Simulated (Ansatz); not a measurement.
**LDA, PBE, PBEsol and r²SCAN on KI**

```
K I
1.0
     0.00000    3.52455    3.52455
     3.52455    0.00000    3.52455
     3.52455    3.52455    0.00000
K I
1 1
Cartesian
  0.0000 0.0000 0.0000
  3.5246 3.5246 3.5246
```

Atoms are numbered in the order listed.

The cell is COD entry 9009735, as deposited and not checked against the literature; nothing was relaxed.

Spin–orbit coupling is left out, though it moves levels of the heavy atoms by tenths of an eV or more.

One fixed cell is solved with several functionals by frozen-core PAW in Ansatz 0.2.0, scalar-relativistically. A positive pressure means that the functional wants a larger cell.

The PAW files were made with PBE; their cores are remade for each functional.

Sampling and basis: a Γ-centred 8×8×8 k mesh, Fermi–Dirac smearing of 0.01 eV, cutoff 420 eV, no spin polarisation.

Cutoffs: PBE 420 eV, LDA 420 eV, PBEsol 420 eV, r²SCAN 500 eV.

```
setting  P (GPa)  gap over the k mesh and a high-symmetry path (eV)  lowest level at Γ above −25 eV, from the valence-band top or, without a gap, the Fermi level (eV)
    PBE     0.68                                               3.98                                                                                                  ?
    LDA    -1.25                                               3.62                                                                                             -11.86
 PBEsol    -0.21                                               3.83                                                                                             -11.86
 r²SCAN     0.24                                                  ?                                                                                             -12.29
```

(1) Give the missing entry: row "PBE", column "lowest level at Γ above −25 eV, from the valence-band top or, without a gap, the Fermi level (eV)".

(2) Fill in "gap over the k mesh and a high-symmetry path (eV)" for the row "r²SCAN".

Answers

(1) -11.97.

(2) 4.63.
